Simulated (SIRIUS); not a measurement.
TaS2 under changes of volume

One of the cells (19.364 Å³/atom); the others are scaled copies at fixed shape and fractional positions:

```
Ta S
1.0
     3.37219    0.00000    0.00000
    -1.68609    2.92040    0.00000
     0.00000    0.00000    5.89881
Ta S
1 2
Direct
  0.00000 0.00000 0.00000
  0.66667 0.33333 0.75000
  0.33333 0.66667 0.25000
```

- Program: SIRIUS 7.12.0
- Functional: PBEsol
- Potentials or basis: PseudoDojo 0.4.1 PBEsol standard (scalar relativistic)
- Cutoff: 807 eV
- Density cutoff: 3227 eV
- k mesh: 9 × 9 × 5
- Occupations: fermi-dirac, width 0.05 eV
- Spin: no spin polarisation

| volume (Å³/atom) | energy over the lowest point (meV/atom) | pressure (GPa) | largest force (eV/Å) |
| --- | --- | --- | --- |
| 17.845 | 72.82 | 14.8 | 2.122 |
| 18.225 | 42.52 | 10.9 | 1.711 |
| 18.605 | 20.87 | 7.4 | 1.329 |
| 19.364 | ? | ? | ? |
| 19.744 | 0.00 | -1.1 | 0.330 |
| 20.123 | 5.47 | -3.4 | 0.041 |

**Question.** What does the run at 19.364 Å³/atom give?

**Answer.** Energy over the lowest point 0.32 meV/atom; pressure 1.5 GPa; largest force 0.640 eV/Å.

Worked out: A Birch-Murnaghan fit of order 3 (a polynomial in V^(-2/3)) to the other rows has its minimum at 19.57 Å³/atom with B0 = V·E''(V) = 132 GPa and B' = 4.1 at fixed shape and positions, which overstates the stiffness. It gives 0.33 meV/atom at 19.364 Å³/atom, against the run's 0.32, and -dE/dV = 1.4 GPa, against 1.5.

Energies are extrapolated to zero smearing.

Caveats: this functional lacks dispersion, which binds the layers, so the pressure and a relaxed spacing across them are unreliable; forces of over 1 eV/Å show positions far from the minimum, so gaps and moduli don't describe the material at rest (some runs).
